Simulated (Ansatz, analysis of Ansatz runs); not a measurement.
# Migration in TiO2 (I4_1/amd): H transfer from O to O, charge +1, part 3 of 4

Wanted: path and barrier of a jump of H in TiO2 (I4_1/amd) at charge +1. The case: H transfer from O to O, in a cell of 108 host atoms with 1 H put in.

Ansatz 0.2.0; plane-wave PAW DFT, PBEsol; nudged elastic band between two relaxed defect structures at fixed charge in a uniform background.

So far: The starting structure; Relaxation of the start point, charge +1; Relaxation of the end point, charge +1.

## (4) Nudged elastic band, charge +1

3 movable images are laid between the ends on a pair-potential path, which keeps atoms from colliding in the first guess. Each image feels the true force across the path and a spring force along it. The highest image is set to climb to the top of the path.

This step: plane-wave PAW DFT, PBEsol; nudged elastic band between two relaxed defect structures at fixed charge in a uniform background.

qp1_c108k1s.neb/input.yaml

```yaml
crystal:
  lattice:
    - [0.0, -11.30637963, 0.0]
    - [11.30637963, 0.0, 0.0]
    - [-3.76879321, 3.76879321, 9.55830747]
  atoms:
    - { symbol: Ti, position: [-0.00152173, -0.00037335, -0.0004066] }
    - { symbol: Ti, position: [0.24855314, 0.08256556, 0.24950344] }
    - { symbol: O, position: [0.32006254, 0.15255405, 0.45727257] }
    - { symbol: O, position: [0.06766536, 0.06803401, 0.20679743] }
    - { symbol: O, position: [0.17912432, 0.0133803, 0.04157802] }
    - { symbol: O, position: [0.26212567, 0.26309914, 0.2912223] }
    - { symbol: Ti, position: [-0.0011732, -0.0006481, 0.49911136] }
    - { symbol: Ti, position: [0.24884859, 0.08195988, 0.74865462] }
    - { symbol: O, position: [0.31757619, 0.15175218, 0.95652883] }
    - { symbol: O, position: [0.06794492, 0.06829036, 0.70621974] }
    - { symbol: O, position: [0.17985117, 0.01341113, 0.54129656] }
    - { symbol: O, position: [0.26257899, 0.26348283, 0.79173625] }
    - { symbol: Ti, position: [-0.0018623, 0.33222999, -0.00144827] }
    - { symbol: Ti, position: [0.24731894, 0.41599278, 0.24960836] }
    - { symbol: O, position: [0.31574732, 0.48478072, 0.45565571] }
    - { symbol: O, position: [0.06725906, 0.40147882, 0.20649446] }
    - { symbol: O, position: [0.17878418, 0.34664671, 0.04104717] }
    - { symbol: O, position: [0.26196937, 0.59671778, 0.29112467] }
    - { symbol: Ti, position: [-0.00173247, 0.33158606, 0.49942521] }
    - { symbol: Ti, position: [0.24914548, 0.41622859, 0.74913935] }
    - { symbol: O, position: [0.31775252, 0.48502933, 0.95643638] }
    - { symbol: O, position: [0.06852471, 0.40245689, 0.70731954] }
    - { symbol: O, position: [0.17904425, 0.34849958, 0.54110574] }
    - { symbol: O, position: [0.26457111, 0.59666583, 0.79146918] }
    - { symbol: Ti, position: [-0.00199198, 0.66595073, -0.00142125] }
    - { symbol: Ti, position: [0.24829463, 0.74918172, 0.24928879] }
    - { symbol: O, position: [0.31975299, 0.81792983, 0.45706109] }
    - { symbol: O, position: [0.0674423, 0.73531972, 0.20603576] }
    - { symbol: O, position: [0.17885122, 0.67995412, 0.04094498] }
    - { symbol: O, position: [0.26233948, 0.93029023, 0.29243061] }
    - { symbol: Ti, position: [-0.00161027, 0.66726332, 0.49959046] }
    - { symbol: Ti, position: [0.24922533, 0.74921067, 0.74927086] }
    - { symbol: O, position: [0.31794568, 0.81830573, 0.9563084] }
    - { symbol: O, position: [0.06857629, 0.73468623, 0.70736014] }
    - { symbol: O, position: [0.17910358, 0.67807876, 0.54116305] }
    - { symbol: O, position: [0.26259151, 0.9299605, 0.79138457] }
    - { symbol: Ti, position: [0.33007331, -0.00082187, -0.0014785] }
    - { symbol: Ti, position: [0.58006711, 0.08109247, 0.24498536] }
    - { symbol: O, position: [0.65060849, 0.15020648, 0.45724017] }
    - { symbol: O, position: [0.40048338, 0.06782971, 0.20624769] }
    - { symbol: O, position: [0.51257152, 0.0141394, 0.04201167] }
    - { symbol: O, position: [0.59303766, 0.26675714, 0.29588421] }
    - { symbol: Ti, position: [0.33203472, -0.00075009, 0.49898915] }
    - { symbol: Ti, position: [0.58148357, 0.08234621, 0.74909553] }
    - { symbol: O, position: [0.65100084, 0.15206494, 0.95702722] }
    - { symbol: O, position: [0.40127848, 0.06848753, 0.70683109] }
    - { symbol: O, position: [0.51326937, 0.01346122, 0.54208245] }
    - { symbol: O, position: [0.59616508, 0.26332611, 0.79157298] }
    - { symbol: Ti, position: [0.32806702, 0.33188714, -0.00282842] }
    - { symbol: Ti, position: [0.57706165, 0.41272042, 0.23959691] }
    - { symbol: O, position: [0.68403792, 0.48783138, 0.46475349] }
    - { symbol: O, position: [0.40042888, 0.40190632, 0.20724434] }
    - { symbol: O, position: [0.51254248, 0.34684608, 0.04191396] }
    - { symbol: O, position: [0.59291625, 0.59621569, 0.29592967] }
    - { symbol: Ti, position: [0.33039658, 0.3326814, 0.49839715] }
    - { symbol: Ti, position: [0.58225507, 0.41694254, 0.75050805] }
    - { symbol: O, position: [0.65009187, 0.48505783, 0.95652063] }
    - { symbol: O, position: [0.40133921, 0.39946003, 0.70526938] }
    - { symbol: O, position: [0.51369745, 0.35433945, 0.53997195] }
    - { symbol: O, position: [0.5971277, 0.59702431, 0.7924137] }
    - { symbol: Ti, position: [0.33015718, 0.66593899, -0.00134969] }
    - { symbol: Ti, position: [0.57999792, 0.74784376, 0.24520125] }
    - { symbol: O, position: [0.65058928, 0.82031935, 0.45725939] }
    - { symbol: O, position: [0.400328, 0.73520807, 0.20621704] }
    - { symbol: O, position: [0.51270966, 0.67992186, 0.0423222] }
    - { symbol: O, position: [0.59620464, 0.92990177, 0.29127136] }
    - { symbol: Ti, position: [0.33045806, 0.66549149, 0.49851451] }
    - { symbol: Ti, position: [0.5824165, 0.74940808, 0.75105] }
    - { symbol: O, position: [0.64998048, 0.81847126, 0.95718527] }
    - { symbol: O, position: [0.40139813, 0.73628512, 0.70532888] }
    - { symbol: O, position: [0.51371482, 0.67173796, 0.5401862] }
    - { symbol: O, position: [0.5960584, 0.9302743, 0.79203142] }
    - { symbol: Ti, position: [0.66590236, -0.00022357, -0.00095782] }
    - { symbol: Ti, position: [0.91549033, 0.0825135, 0.24927247] }
    - { symbol: O, position: [0.98516807, 0.15148561, 0.45662872] }
    - { symbol: O, position: [0.73409481, 0.07110188, 0.20703748] }
    - { symbol: O, position: [0.84577056, 0.01283587, 0.04172368] }
    - { symbol: O, position: [0.93111941, 0.26380237, 0.2922808] }
    - { symbol: Ti, position: [0.66624456, -0.0001087, 0.50102193] }
    - { symbol: Ti, position: [0.91624433, 0.08237144, 0.74952247] }
    - { symbol: O, position: [0.98389764, 0.15190489, 0.95722863] }
    - { symbol: O, position: [0.73478345, 0.06833003, 0.70675559] }
    - { symbol: O, position: [0.84608198, 0.01334256, 0.54159487] }
    - { symbol: O, position: [0.93069048, 0.26318131, 0.79223852] }
    - { symbol: Ti, position: [0.66737876, 0.33195003, -0.00196956] }
    - { symbol: Ti, position: [0.91527238, 0.4160217, 0.2495997] }
    - { symbol: O, position: [0.97507228, 0.48529828, 0.45725364] }
    - { symbol: O, position: [0.73442557, 0.40160841, 0.20618498] }
    - { symbol: O, position: [0.84585151, 0.34712719, 0.04112654] }
    - { symbol: O, position: [0.93140118, 0.59680958, 0.29238789] }
    - { symbol: Ti, position: [0.66350223, 0.32305987, 0.50227846] }
    - { symbol: Ti, position: [0.91656767, 0.41568184, 0.75017489] }
    - { symbol: O, position: [0.9843147, 0.48525823, 0.95673362] }
    - { symbol: O, position: [0.73437681, 0.39849628, 0.70778917] }
    - { symbol: O, position: [0.84667534, 0.34300361, 0.54286791] }
    - { symbol: O, position: [0.92719892, 0.59628518, 0.79012575] }
    - { symbol: Ti, position: [0.66630179, 0.66613886, 8.9e-06] }
    - { symbol: Ti, position: [0.91587466, 0.74922013, 0.2494305] }
    - { symbol: O, position: [0.9854258, 0.81867623, 0.45663892] }
    - { symbol: O, position: [0.73429483, 0.73249137, 0.20731572] }
    - { symbol: O, position: [0.84578613, 0.6803932, 0.04170093] }
    - { symbol: O, position: [0.92787139, 0.92991814, 0.29131437] }
    - { symbol: Ti, position: [0.6634741, 0.67762439, 0.50253919] }
    - { symbol: Ti, position: [0.91661892, 0.7503208, 0.75019931] }
    - { symbol: O, position: [0.9843938, 0.81840974, 0.95669319] }
    - { symbol: O, position: [0.73436399, 0.73911932, 0.70792838] }
    - { symbol: O, position: [0.84670985, 0.68485434, 0.54292825] }
    - { symbol: O, position: [0.93084049, 0.93070929, 0.79229975] }
    - { symbol: H, position: [0.77497918, 0.49192812, 0.47683569] }
total_charge: 1
basis:
  ecutwfc: 420
  xc_grid: 2
hamiltonian:
  xc: pbesol
kpoints:
  mp_grid: { grid: [1, 1, 1], shift: [0.25, 0.25, 0.25] }
scf:
  occupations: { method: fixed }
  max_iter: 100
output:
  forces: true
neb:
  images: 3
  f_tol: 0.04
  climbing: true
  initial_path: idpp
  max_iterations: 45
  order_check: false
  final_atoms:
    - { symbol: Ti, position: [-0.00132213, -0.00096286, -0.00140382] }
    - { symbol: Ti, position: [0.24756573, 0.08277219, 0.24954297] }
[... 35 atom lines left out ...]
    - { symbol: Ti, position: [0.5780748, 0.0707335, 0.24591071] }
    - { symbol: O, position: [0.64507385, 0.15218222, 0.45247434] }
[... 2 atom lines left out ...]
    - { symbol: O, position: [0.6236436, 0.2605317, 0.28347098] }
[... 7 atom lines left out ...]
    - { symbol: Ti, position: [0.57802176, 0.42527412, 0.24592591] }
    - { symbol: O, position: [0.64515305, 0.48157918, 0.45234219] }
    - { symbol: O, position: [0.40320594, 0.39424446, 0.20848052] }
[... 1 atom line left out ...]
    - { symbol: O, position: [0.59559436, 0.59813756, 0.29101432] }
[... 4 atom lines left out ...]
    - { symbol: O, position: [0.51150526, 0.34652102, 0.54079821] }
[... 28 atom lines left out ...]
    - { symbol: O, position: [0.73425481, 0.4051386, 0.20524144] }
[... 2 atom lines left out ...]
    - { symbol: Ti, position: [0.66686228, 0.33568763, 0.50863626] }
[... 3 atom lines left out ...]
    - { symbol: O, position: [0.84644139, 0.34678985, 0.54204659] }
[... 13 atom lines left out ...]
    - { symbol: H, position: [0.70646335, 0.25643515, 0.27120019] }
```

Run with:

```bash
ansatz run input.yaml --threads 32 --pin off --max-ram 84787MiB --backend cuda --events-out ev --progress --plain --runs-dir out --max-vram 78GiB
```

Numbers of over 12 decimals in the logs are rounded to 6 here.

Output:

```text
[...]
Warning: neb: disabling space-group detection — the band's intermediate images generally break the endpoint symmetry, so the full k-mesh is solved, and no spatial operation symmetrises the density, except that a semilocal band can use its path's symmetry [...]
[...]
parallel-image band execution: 3 concurrent image workers
NEB image 0
[...]
Crystal: 109 atoms, lattice volume = 1221.879 Å³
Basis set: ecut = 420 eV, 23913 PW (Γ), exchange–correlation on 160×160×150 points (8 copies of the dense FFT grid, shifted against one another)
Bands: 541, of which v1, the nominal top of the filled ones, is band 432 counted from 1 (431 counted from 0)
Symmetry: 1 space group operations
k-points: 1
[...]
SCF iter   1: F=—  HF=-129620.873338 eV  |F-HF|=—  |Δ(HF+E_count)|=         —  Δρ=1.54e-2  dr2=2.38e0  ethr=1.77e-3  ⟨swp⟩=3.0  Hψ=1641  notcnv=0  defer=103
[...]
SCF iter   2: F=—  HF=-129620.456771 eV  |F-HF|=—  |Δ(HF+E_count)|=   4.17e-1  Δρ=6.78e-3  dr2=4.76e-1  ethr=2.75e-4  ⟨swp⟩=2.0  Hψ=865  notcnv=0  defer=107
[...]
SCF iter  12: F=-129620.379124 eV  HF=-129620.379124 eV  |F-HF|=4.66e-10  |Δ(HF+E_count)|=   1.91e-8  Δρ=1.57e-6  dr2=3.48e-8  ethr=1.16e-11  ⟨swp⟩=4.0  Hψ=1622  notcnv=0
SCF 1 converged in 12 iterations: F = -129620.379124 eV  dr2 = 3.48e-8
[...]
NSCF: frozen V_eff on 1 k-points
NEB image 4
[...]
SCF 2 converged in 12 iterations: F = -129620.380097 eV  dr2 = 3.40e-8
[...]
NEB end point (image 0): max|allowed force component| = 5.744e-3 eV/Å (the criterion of neb.relax_end_points is 1.000e-2)
NEB end point (image 4): max|allowed force component| = 7.066e-3 eV/Å (the criterion of neb.relax_end_points is 1.000e-2)
NEB image 1
[...]
SCF 3 converged in 12 iterations: F = -129618.496428 eV  dr2 = 2.42e-8
[...]
NEB image 2
[...]
SCF 4 converged in 12 iterations: F = -129617.194425 eV  dr2 = 4.98e-8
[...]
NEB image 3
[...]
SCF 5 converged in 12 iterations: F = -129618.486987 eV  dr2 = 2.30e-8
[...]
SCF 7 converged in 11 iterations: F = -129618.094613 eV  dr2 = 2.81e-8
[...]
SCF 9 converged in 11 iterations: F = -129619.018392 eV  dr2 = 5.70e-8
[...]
SCF 11 converged in 11 iterations: F = -129618.676087 eV  dr2 = 5.50e-8
[...]
SCF 13 converged in 9 iterations: F = -129618.624692 eV  dr2 = 6.00e-8
[...]
SCF 15 converged in 9 iterations: F = -129619.819819 eV  dr2 = 3.43e-8
[...]
SCF 17 converged in 9 iterations: F = -129619.871117 eV  dr2 = 3.34e-8
[...]
SCF 19 converged in 9 iterations: F = -129618.776682 eV  dr2 = 3.75e-8
[...]
SCF 21 converged in 8 iterations: F = -129619.903178 eV  dr2 = 5.26e-8
[...]
SCF 23 converged in 8 iterations: F = -129619.885252 eV  dr2 = 8.43e-8
[...]
SCF 25 converged in 9 iterations: F = -129618.795110 eV  dr2 = 1.94e-8
[...]
SCF 27 converged in 8 iterations: F = -129619.899160 eV  dr2 = 6.85e-8
[...]
SCF 29 converged in 8 iterations: F = -129619.888000 eV  dr2 = 6.38e-8
[...]
SCF 31 converged in 9 iterations: F = -129618.803244 eV  dr2 = 2.61e-8
[...]
SCF 33 converged in 7 iterations: F = -129619.889492 eV  dr2 = 2.64e-8
[...]
SCF 35 converged in 7 iterations: F = -129619.888553 eV  dr2 = 1.80e-8
[...]
- { symbol: O, position: [0.398184, 0.395794, 0.205684] }
    - { symbol: O, position: [0.507870, 0.346893, 0.034729] }
    - { symbol: O, position: [0.590064, 0.596331, 0.289483] }
    - { symbol: Ti, position: [0.325858, 0.332271, 0.498245] }
    - { symbol: Ti, position: [0.578152, 0.418889, 0.755481] }
    - { symbol: O, position: [0.650279, 0.485635, 0.957319] }
    - { symbol: O, position: [0.399651, 0.400814, 0.707747] }
    - { symbol: O, position: [0.510555, 0.353385, 0.542796] }
    - { symbol: O, position: [0.596159, 0.597595, 0.792674] }
    - { symbol: Ti, position: [0.331871, 0.667415, -0.000763] }
    - { symbol: Ti, position: [0.581795, 0.752935, 0.247497] }
    - { symbol: O, position: [0.652566, 0.815973, 0.456093] }
    - { symbol: O, position: [0.401599, 0.737521, 0.206409] }
    - { symbol: O, position: [0.513683, 0.680527, 0.042350] }
    - { symbol: O, position: [0.598031, 0.932337, 0.292654] }
    - { symbol: Ti, position: [0.333784, 0.665540, 0.498288] }
    - { symbol: Ti, position: [0.583139, 0.748465, 0.747720] }
    - { symbol: O, position: [0.652067, 0.818345, 0.956428] }
    - { symbol: O, position: [0.402843, 0.736184, 0.704682] }
    - { symbol: O, position: [0.515156, 0.671627, 0.538998] }
    - { symbol: O, position: [0.598336, 0.929279, 0.791543] }
    - { symbol: Ti, position: [0.667642, -0.001404, -0.000624] }
    - { symbol: Ti, position: [0.917899, 0.082518, 0.249603] }
    - { symbol: O, position: [0.986657, 0.151493, 0.456420] }
    - { symbol: O, position: [0.736617, 0.064795, 0.206734] }
    - { symbol: O, position: [0.847752, 0.014199, 0.041584] }
    - { symbol: O, position: [0.925703, 0.263754, 0.291924] }
    - { symbol: Ti, position: [0.666524, -0.004497, 0.501386] }
    - { symbol: Ti, position: [0.916597, 0.081641, 0.749221] }
    - { symbol: O, position: [0.986720, 0.150772, 0.956383] }
    - { symbol: O, position: [0.735203, 0.068249, 0.706597] }
    - { symbol: O, position: [0.845984, 0.014126, 0.540753] }
    - { symbol: O, position: [0.930613, 0.263058, 0.792169] }
    - { symbol: Ti, position: [0.668387, 0.330525, -0.002548] }
    - { symbol: Ti, position: [0.911968, 0.416381, 0.249311] }
    - { symbol: O, position: [0.980544, 0.484577, 0.456214] }
    - { symbol: O, position: [0.732700, 0.406054, 0.201138] }
    - { symbol: O, position: [0.845580, 0.344123, 0.038815] }
    - { symbol: O, position: [0.931866, 0.596819, 0.291950] }
    - { symbol: Ti, position: [0.662755, 0.327496, 0.518396] }
    - { symbol: Ti, position: [0.919297, 0.416981, 0.751412] }
    - { symbol: O, position: [0.985533, 0.485627, 0.958279] }
    - { symbol: O, position: [0.734269, 0.401036, 0.713301] }
    - { symbol: O, position: [0.847708, 0.341683, 0.546939] }
    - { symbol: O, position: [0.928629, 0.596652, 0.791736] }
    - { symbol: Ti, position: [0.667086, 0.667873, 0.000657] }
    - { symbol: Ti, position: [0.916886, 0.749385, 0.249879] }
    - { symbol: O, position: [0.985441, 0.818439, 0.456683] }
    - { symbol: O, position: [0.735224, 0.734803, 0.207736] }
    - { symbol: O, position: [0.846802, 0.680163, 0.042194] }
    - { symbol: O, position: [0.930805, 0.929714, 0.291407] }
    - { symbol: Ti, position: [0.668865, 0.662498, 0.498464] }
    - { symbol: Ti, position: [0.917528, 0.749542, 0.749428] }
    - { symbol: O, position: [0.985173, 0.818438, 0.956448] }
    - { symbol: O, position: [0.735078, 0.732301, 0.703798] }
    - { symbol: O, position: [0.848107, 0.683217, 0.541578] }
    - { symbol: O, position: [0.929905, 0.929638, 0.791585] }
    - { symbol: H, position: [0.689424, 0.374194, 0.374042] }
```

Run time: 18 s. Hardware: 1 × NVIDIA GB200 with 32 threads of Arm Neoverse V2, shared host; peak memory 2.4 GiB; 76 s of CPU time.

In the SCF lines HF is the Harris–Foulkes energy and dr2 the Hartree energy of the density residual, in eV; the loop may stop once dr2 is under the threshold and the program's other checks hold. Hψ counts applications of the Hamiltonian.

Images along the path:

| image | path (Å) | energy (eV) | H109: x, y, z (Å) |
| --- | --- | --- | --- |
| 0 | 0.000 | 0.0000 | 3.765, -6.965, 4.558 |
| 1 | 0.818 | 0.4896 | 3.333, -6.754, 4.008 |
| 2 | 1.635 | 1.5738 | 2.821, -6.385, 3.575 |
| 3 | 2.453 | 0.4906 | 2.310, -6.753, 3.142 |
| 4 | 3.272 | -0.0010 | 1.877, -6.965, 2.592 |

Read from the output:

```yaml
free_energy: -129618.8053 eV
barrier_forward: 1.574 eV
barrier_backward: 1.575 eV
end_less_start: -9.73e-4 eV
hop_length: 2.725 Å
```

(Part 3 of 4 ends here.)

[Logs are printed without paths, hosts, clocks, repeated set-up lines and the standing remarks that a program may print on its own settings, such as how far it seeks lower states.]

[Hosts, paths, dates, database ids (printed as entryN), source tags and the programs' standing remarks are cut or masked in the printed files.]
